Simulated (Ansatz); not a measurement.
# Pressure against volume: BaTiO₃

```yaml
crystal:
  lattice:
    - [3.98410, 0.00000, 0.00000]
    - [0.00000, 2.83705, 2.84580]
    - [0.00000, -2.83705, 2.84580]
  atoms:
    - { symbol: Ba, position: [0.00000, 0.00000, 0.00000] }
    - { symbol: Ti, position: [0.50000, 0.50790, 0.50790] }
    - { symbol: O, position: [0.00000, 0.49210, 0.49210] }
    - { symbol: O, position: [0.50000, 0.50251, 0.99371] }
    - { symbol: O, position: [0.50000, 0.99371, 0.50251] }
```

The geometry is COD entry 9016084, unchecked; take it as a test cell.

Spin–orbit coupling is left out, though it moves levels of the heavy atoms by tenths of an eV or more.

All numbers are computed: DFT, PBEsol, all-electron LAPW, scalar-relativistic (Ansatz 0.2.0); DFT, PBEsol, PAW with Ansatz's default frozen-core files, scalar-relativistic (Ansatz 0.2.0).

For LAPW: a Γ-centred 8×8×8 k mesh, Fermi–Dirac smearing of 0.05 eV, basis error target 1 meV/atom, no spin polarisation. PAW takes a cutoff of 420 eV at this cell (files made with PBE, cores remade for this functional). The Ansatz runs share mesh, smearing and spin set-up. Plane-wave (PAW) pressures include the program's estimate of the Pulay term.

The cell above is scaled evenly, with fractional coordinates and shape held.

| V/V(cell) | V (Å³/atom) | P, LAPW (GPa) | P, PAW (GPa) | gap on the k mesh, LAPW (eV) | free energy over the lowest listed, PAW (meV/atom) |
| --- | --- | --- | --- | --- | --- |
| 0.9400 | 12.095 | 7.05 | 7.05 | 1.93 | 9.3 |
| 0.9600 | 12.352 | 2.83 | 2.82 | 1.89 | 1.4 |
| 0.9800 | 12.609 | -0.95 | -0.96 | 1.85 | 0.0 |
| 0.9900 | 12.738 | -2.69 | -2.70 | 1.83 | 1.5 |
| 1.0000 | 12.867 | -4.32 | -4.34 | 1.81 | 4.3 |
| 1.0100 | 12.995 | -5.87 | -5.89 | 1.79 | 8.4 |
| 1.0200 | 13.124 | -7.34 | -7.35 | 1.76 | 13.7 |
| 1.0400 | 13.381 | -10.03 | -10.05 | 1.72 | 27.7 |
| 1.0600 | 13.639 | -12.43 | -12.45 | 1.68 | 45.8 |

Q: What do Birch–Murnaghan fits to the pressures give?

A: LAPW: V0 = 12.54 Å³/atom, B0 = 179 GPa, B0′ = 4.5; PAW: V0 = 12.54 Å³/atom, B0 = 179 GPa, B0′ = 4.5.

PAW's V0 lies 0.00 % from the all-electron value and its B0 0.1 %. With shape and internal coordinates held, B0 is an upper bound to the relaxed modulus.
